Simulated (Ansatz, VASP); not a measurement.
Sb in VASP and in Ansatz

INCAR

```
SYSTEM = Sb
ALGO = Normal ; EDIFF = 1E-6
ENCUT = 520 ; GGA = PS
ISIF = 2 ; ISMEAR = -1
LASPH = .True. ; LCHARG = .False.
LREAL = .False. ; LWAVE = .False.
NBANDS = 12 ; NELM = 60
PREC = Accurate ; SIGMA = 0.05
```

The input KPOINTS:

```
k-points
0
Gamma
  4 4 4
  0 0 0
```

File POSCAR:

```
Sb
1.0
    2.1542000000      1.2437279499      3.7580000000
   -2.1542000000      1.2437279499      3.7580000000
    0.0000000000     -2.4874558998      3.7580000000
Sb
2
Direct
    0.7665100000      0.7665100000      0.7665100000
    0.2334900000      0.2334900000      0.2334900000
```

Contents of input.yaml:

```yaml
crystal:
  lattice:
    - [2.1542, 1.2437279499, 3.758]
    - [-2.1542, 1.2437279499, 3.758]
    - [0.0, -2.4874558998, 3.758]
  atoms:
    - { symbol: Sb, position: [0.76651, 0.76651, 0.76651] }
    - { symbol: Sb, position: [0.23349, 0.23349, 0.23349] }
hamiltonian:
  xc: pbesol
  pseudopotentials: { kind: paw }
kpoints:
  mp_grid: { grid: [4, 4, 4] }
  band_path:
    path:
      - [[0.0, 0.0, 0.0], [0.5, 0.0, 0.0], [0.5, 0.2396873643, -0.2396873643]]
      - [[0.7603126357, 0.5, 0.2396873643], [0.5, 0.5, 0.5], [0.0, 0.0, 0.0], [0.3698436821, 0.0, -0.3698436821]]
      - [[0.6301563179, 0.3698436821, 0.0], [0.5, 0.5, 0.0], [0.6301563179, 0.6301563179, 0.2396873643], [0.5, 0.5, 0.5]]
      - [[0.5, 0.0, 0.0], [0.7603126357, 0.3698436821, 0.3698436821]]
    npoints: 14
scf:
  occupations: { method: fermi_dirac, width: 0.05 }
  n_extra_bands: 6
output:
  forces: true
  stress: true
  eigenvalues: true
  fatbands: false
```

Alike in both runs: functional PBEsol; k mesh 4 × 4 × 4; occupations fermi-dirac, width 0.05 eV; no spin polarisation.

|  | VASP | Ansatz |
| --- | --- | --- |
| version | VASP 6.6.1 | Ansatz 0.2.0 |
| potentials or method | VASP PAW PBE potentials, release 64 (Sb) | Ansatz PAW |
| plane-wave cutoff (eV) | 520 | 420 |
| valence electrons in the cell | 10 | 30 |
| task | single point | band structure |

VASP gave:

```
gap on the k mesh at the Fermi level (eV)       : 0.07
least direct gap on the mesh (eV)               : 0.07
pressure (GPa)                                  : 0.3
largest component of the traceless stress (GPa) : 0.95
rms of the force components (eV/Å)              : 0.055
```

**Question.** Estimate Ansatz's values.

**Answer.** gap on the k mesh at the Fermi level (eV): 0.09; least direct gap on the mesh (eV): 0.09; pressure (GPa): 0.1; largest component of the traceless stress (GPa): 0.90; rms of the force components (eV/Å): 0.079.

Atom by atom the forces differ by 0.024 eV/Å (rms over components). With one functional, cell and mesh, what is left measures potentials, basis and numerics. The two sets of potentials don't hold the same shells in valence.

Caveats: the k mesh is coarse (spacing up to 0.44 Å⁻¹), so the values aren't converged; spin-orbit coupling is left out, which moves the levels of the heavy elements; the PAW data sets were made with another functional, which shifts forces and pressure a little (VASP); the PAW data sets come from PBE, with cores solved anew for the run's functional, which leaves a small shift of forces and pressure (Ansatz).
